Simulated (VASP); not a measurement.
# GaAs (F-43m) in VASP: Born charges and dielectric tensor with LDA

Aim: the Born charges and dielectric tensor of GaAs with LDA.

Program: VASP 6.6.1. These are calculated values, not measurements. Logs are shortened: lines on timing, memory, paths and dates and some standing lists are left out, and cuts for length are marked.

**Measured values to compare with.**

From “Evidence of valence band perturbations in GaAsN/GaAs(001): A combined variable-angle spectroscopic ellipsometry and modulated photoreflectance investigation”, 2008, arxiv:0805.2212, for a bulk crystal of GaAs at 300 K: band gap 1.418 ± 0.005 eV (direct).

A printed reference work, textbook reports, for a bulk crystal of GaAs at 300 K: high-frequency dielectric constant 10.89.

The runs below are set against these values where they give the same quantity.

### 1 The structure

The structure is cubic, space group F-43m (No. 216). The conventional cell has a = 5.610 Å, b = 5.610 Å, c = 5.610 Å, α = 90.00°, β = 90.00°, γ = 90.00°. Ga (site symmetry -43m) is surrounded by 4 As at 2.43 Å. As (site symmetry -43m) is surrounded by 4 Ga at 2.43 Å.

The cell is a database's computed one.

### 2 Born charges and dielectric tensor, LDA

Input file INCAR:

```
ALGO     = Normal         # electronic algorithm
EDIFF    = 1E-8           # SCF threshold, eV
ENCUT    = 600            # plane-wave cutoff, eV
GGA      = CA             # functional
IBRION   = 8              # ionic algorithm
ISIF     = 2              # what is computed and relaxed
ISMEAR   = 0              # smearing method
LASPH    = T              # aspherical terms in the spheres
LCHARG   = F              # write CHGCAR
LEPSILON = T              # dielectric tensor by DFPT
LREAL    = F              # projectors in reciprocal space
LWAVE    = F              # write WAVECAR
NELM     = 80             # most SCF steps
NSW      = 1              # ionic steps
PREC     = Accurate       # precision mode
SIGMA    = 0.02           # smearing width, eV
```

Input file KPOINTS:

```
k-points
0
Gamma
  10 10 10
```

Input file POSCAR:

```
GaAs
1.0
    0.0000000000      2.8052200000      2.8052200000
    2.8052200000      0.0000000000      2.8052200000
    2.8052200000      2.8052200000      0.0000000000
Ga As
1 1
Direct
    0.0000000000      0.0000000000      0.0000000000
    0.7500000000      0.7500000000      0.7500000000
```

Potentials or basis: VASP PAW LDA potentials, release 64 (Ga, As).

Command:

```sh
$ cat potpaw_LDA.64/Ga/POTCAR potpaw_LDA.64/As/POTCAR > POTCAR
$ mpirun -np 1 vasp_std > vasp.out
```

OUTCAR:

```text
EDIFF = 1E-8
   ENCUT = 600
   GGA = CA
   IBRION = 8
   ISIF = 2
   ISMEAR = 0
   LASPH = T
   LEPSILON = T
   LREAL = F
   NELM = 80
   NSW = 1
   PREC = Accurate

 ion  position               nearest neighbor table
   1  0.000  0.000  0.000-   2 2.43   2 2.43   2 2.43   2 2.43
   2  0.750  0.750  0.750-   1 2.43   1 2.43   1 2.43   1 2.43

  LATTYP: Found a face centered cubic cell.
 ALAT       =     5.6104400000

  Lattice vectors:

 A1 = (   0.0000000000,   2.8052200000,   2.8052200000)
 A2 = (   2.8052200000,   0.0000000000,   2.8052200000)
 A3 = (   2.8052200000,   2.8052200000,   0.0000000000)

Analysis of symmetry for initial positions (statically):
=====================================================================
 Subroutine PRICEL returns:
 Original cell was already a primitive cell.

 Routine SETGRP: Setting up the symmetry group for a
 face centered cubic supercell.

 Subroutine GETGRP returns: Found 24 space group operations
 (whereof 24 operations were pure point group operations)
 out of a pool of 48 trial point group operations.

The static configuration has the point symmetry T_d .

Analysis of symmetry for dynamics (positions and initial velocities):
=====================================================================
 Subroutine PRICEL returns:
 Original cell was already a primitive cell.

 Routine SETGRP: Setting up the symmetry group for a
 face centered cubic supercell.

 Subroutine GETGRP returns: Found 24 space group operations
 (whereof 24 operations were pure point group operations)
 out of a pool of 48 trial point group operations.

The dynamic configuration has the point symmetry T_d .

 Subroutine INISYM returns: Found 24 space group operations
 (whereof 24 operations are pure point group operations),
 and found     1 'primitive' translations

----------------------------------------------------------------------------------------

                                     Primitive cell

  volume of cell :      44.1500

  direct lattice vectors                    reciprocal lattice vectors
     0.000000000  2.805220000  2.805220000    -0.178239140  0.178239140  0.178239140
     2.805220000  0.000000000  2.805220000     0.178239140 -0.178239140  0.178239140
     2.805220000  2.805220000  0.000000000     0.178239140  0.178239140 -0.178239140

  length of vectors
     3.967180169  3.967180169  3.967180169     0.308719246  0.308719246  0.308719246

  position of ions in fractional coordinates (direct lattice)
     0.000000000  0.000000000  0.000000000
     0.750000000  0.750000000  0.750000000

  ion indices of the primitive-cell ions
   primitive index   ion index
                 1           1
                 2           2

----------------------------------------------------------------------------------------

 KPOINTS: k-points

Automatic generation of k-mesh.
 Grid dimensions read from file:
 generate k-points for:   10   10   10

[... 413 lines left out ...]
 ------------------------------------------------------

 Free energy of the ion-electron system (eV)
  ---------------------------------------------------
  ---------------------------------------------------
  free energy    TOTEN  =        -2.34884607 eV

  energy without entropy =       -2.34884607

------------------------ aborting loop because EDIFF is reached ----------------------------------------

--------------------------------------- Ionic step        2  -------------------------------------------

------------------------ aborting loop because EDIFF is reached ----------------------------------------

--------------------------------------- Ionic step        3  -------------------------------------------

------------------------ aborting loop because EDIFF is reached ----------------------------------------

 PIEZOELECTRIC TENSOR FIELD DIRECTION 3  (e Angst)
 -----------------------------------------------------------------------------
    -0.00077  2.51144  0.00000           (  0.00000  0.01520  0.00000)
     2.51144 -0.00077  0.00000           (  0.01520  0.00000  0.00000)
     0.00000  0.00000 -0.00047           (  0.00000  0.00000  0.00000)

 PIEZOELECTRIC TENSOR FIELD DIRECTION 3  (C/m^2)
 -----------------------------------------------------------------------------
    -0.00028  0.91139  0.00000
     0.91139 -0.00028  0.00000
     0.00000  0.00000 -0.00017

--------------------------------------- Ionic step        4  -------------------------------------------

------------------------ aborting loop because EDIFF is reached ----------------------------------------

[... ionic steps 5 to 6 ...]

--------------------------------------- Ionic step        7  -------------------------------------------

 Free energy of the ion-electron system (eV)
  ---------------------------------------------------
  ---------------------------------------------------
  free energy    TOTEN  =        -0.04457588 eV

  energy without entropy =       -0.04457588

------------------------ aborting loop because EDIFF is reached ----------------------------------------

 INTERNAL STRAIN TENSOR  FOR ION    2  DIRECTION 1   (eV/Angst):
 -----------------------------------------------------------------------------
    -0.00828  0.00000  0.00000
     0.00000  0.00640  7.92925
     0.00000  7.92925  0.00640

 MACROSCOPIC STATIC DIELECTRIC TENSOR (including local field effects in DFT)
 ------------------------------------------------------
          19.416310     0.000000    -0.000000
           0.000000    19.416310     0.000000
          -0.000000    -0.000000    19.416310
 ------------------------------------------------------

 PIEZOELECTRIC TENSOR (including local field effects)  for field in x, y, z        (e  Angst)
          XX          YY          ZZ          XY          YZ          ZX
  --------------------------------------------------------------------------------
  x    -0.00000     0.00000     0.00000     0.00000     2.51321     0.00000
  y    -0.00000     0.00000    -0.00000     0.00000     0.00000     2.51321
  z     0.00000     0.00000    -0.00000     2.51321     0.00000     0.00000

 PIEZOELECTRIC TENSOR (including local field effects)  for field in x, y, z        (C/m^2)
          XX          YY          ZZ          XY          YZ          ZX
  --------------------------------------------------------------------------------
  x    -0.00000     0.00000     0.00000     0.00000     0.91203     0.00000
  y    -0.00000     0.00000    -0.00000     0.00000     0.00000     0.91203
  z     0.00000     0.00000    -0.00000     0.91203     0.00000     0.00000

 BORN EFFECTIVE CHARGES (including local field effects) (in |e|, cummulative output)
 ---------------------------------------------------------------------------------
 ion    1
    1     2.20415     0.00000     0.00000
    2     0.00000     2.20415    -0.00000
    3     0.00000     0.00000     2.20415
 ion    2
    1    -2.20415     0.00000    -0.00000
    2    -0.00000    -2.20415     0.00000
    3    -0.00000    -0.00000    -2.20415

 INTERNAL STRAIN TENSOR FOR ION    2 for displacements in x,y,z  (eV/Angst):
          X           Y           Z          XY          YZ          ZX
  --------------------------------------------------------------------------------
  x     0.00000     0.00000     0.00000     0.00000     7.92925     0.00000
  y     0.00000    -0.00000     0.00000     0.00000     0.00000     7.92925
  z     0.00000     0.00000     0.00000     7.92925     0.00000     0.00000

 SECOND DERIVATIVES (NOT SYMMETRIZED)
 ------------------------------------
               1X          1Y          1Z          2X          2Y          2Z
  1X    -9.960151    0.000000    0.000000    9.960151    0.000000    0.000000
  1Y     0.000000   -9.960151    0.000000    0.000000    9.960151    0.000000
  1Z     0.000000    0.000000   -9.960151    0.000000    0.000000    9.960151
  2X     9.957610    0.000000    0.000000   -9.957610    0.000000    0.000000
  2Y     0.000000    9.957610    0.000000    0.000000   -9.957610    0.000000
  2Z     0.000000    0.000000    9.957610    0.000000    0.000000   -9.957610

 Eigenvectors and eigenvalues of the dynamical matrix
 ----------------------------------------------------

   1 f  =    8.209486 THz    51.581723 2PiTHz  273.838984 cm-1    33.951692 meV
             X         Y         Z           dx          dy          dz
      0.000000  0.000000  0.000000     0.719747   -0.000000    0.000000
      4.207830  4.207830  4.207830    -0.694237   -0.000000   -0.000000
[... 21 lines left out ...]
   6 f/i=    0.000523 THz     0.003288 2PiTHz    0.017454 cm-1     0.002164 meV
             X         Y         Z           dx          dy          dz
      0.000000  0.000000  0.000000     0.182946   -0.621696   -0.248978
      4.207830  4.207830  4.207830     0.189669   -0.644540   -0.258127

--------------------------------------------------------------------------------------------------------

 MACROSCOPIC STATIC DIELECTRIC TENSOR IONIC CONTRIBUTION
 ------------------------------------------------------
           1.999435     0.000000     0.000000
           0.000000     1.999435     0.000000
           0.000000     0.000000     1.999435
 ------------------------------------------------------

 ELASTIC MODULI CONTR FROM IONIC RELAXATION (kBar)
 Direction    XX          YY          ZZ          XY          YZ          ZX
 --------------------------------------------------------------------------------
 XX          -0.0000      0.0000     -0.0000     -0.0000      0.0000     -0.0000
 YY           0.0000     -0.0000      0.0000     -0.0000     -0.0000      0.0000
 ZZ          -0.0000      0.0000     -0.0000      0.0000      0.0000     -0.0000
 XY          -0.0000     -0.0000      0.0000   -227.3805      0.0000      0.0000
 YZ           0.0000     -0.0000      0.0000      0.0000   -227.3805      0.0000
 ZX          -0.0000      0.0000     -0.0000      0.0000      0.0000   -227.3805
 --------------------------------------------------------------------------------

 PIEZOELECTRIC TENSOR IONIC CONTR  for field in x, y, z        (C/m^2)
          XX          YY          ZZ          XY          YZ          ZX
  --------------------------------------------------------------------------------
  x     0.00000    -0.00000     0.00000    -0.00000    -0.63446     0.00000
  y    -0.00000     0.00000    -0.00000     0.00000    -0.00000    -0.63446
  z    -0.00000    -0.00000     0.00000    -0.63446    -0.00000    -0.00000
```

Wall time 2.6 min (1 thread of Intel Xeon 6975P-C (Granite Rapids), shared host); peak memory 0.35 GiB.

Results:

- Band gap on the k mesh: 0.57 eV, direct
- Electronic dielectric tensor (diagonal): 19.42
- Born charges (mean of the diagonal): Ga +2.20; As -2.20 e
- Highest phonon frequency at Γ, LO-TO splitting left out: 274 cm⁻¹

Levels at points of the mesh, in eV from the valence-band top:
```tsv
k point	band 1	band 2	band 3	band 4	band 5	band 6	band 7	band 8
(0.00, 0.00, 0.00)	-12.91	0.00	0.00	0.00	0.57	3.72	3.72	3.72
(0.50, 0.00, 0.00)	-11.20	-6.78	-1.17	-1.17	0.98	4.62	4.62	7.60
(0.50, 0.50, 0.00)	-10.45	-6.94	-2.76	-2.76	1.31	1.57	10.27	10.27
```

Phonon frequencies in cm⁻¹ (negative: imaginary):
| q point | frequencies |
| --- | --- |
| (0.000, 0.000, 0.000) | 0 0 0 274 274 274 |

Electronic dielectric tensor:
```
19.42  0.00  0.00
 0.00 19.42  0.00
 0.00  0.00 19.42
```

Born effective charge tensors (e):
atom 1, Ga
```
2.20 0.00 0.00
0.00 2.20 0.00
0.00 0.00 2.20
```
atom 2, As
```
-2.20  0.00  0.00
 0.00 -2.20  0.00
 0.00  0.00 -2.20
```

Caveat: the gap is small at this level, which inflates the dielectric constant.

### 3 How close it comes

Step 2. Against the measured gap of GaAs, 1.418 eV (direct; 300 K; “Evidence of valence band perturbations in GaAsN/GaAs(001): A combined variable-angle spectroscopic ellipsometry and modulated photoreflectance investigation”, 2008, arxiv:0805.2212), the calculated 0.57 eV is off by -0.85 eV. 3 values of this kind are on record (1.412 to 1.51 eV); this one was drawn at random among those near their median, those with a stated uncertainty first. Spin-orbit coupling on As, Ga is left out. The value is that of LDA on a finite k mesh, which can miss the band edges, without temperature or zero-point motion. Semilocal functionals fall short of measured gaps as a rule. The cell is a database's relaxed one, not the measured one, which moves gaps too. A measured high-frequency dielectric constant of GaAs is 10.89 (300 K; a printed reference work, textbook); the calculated 19.42 misses it by +78.3 %. So large a miss can be the level of theory's own, or it may mean another phase, state or a wrong row.
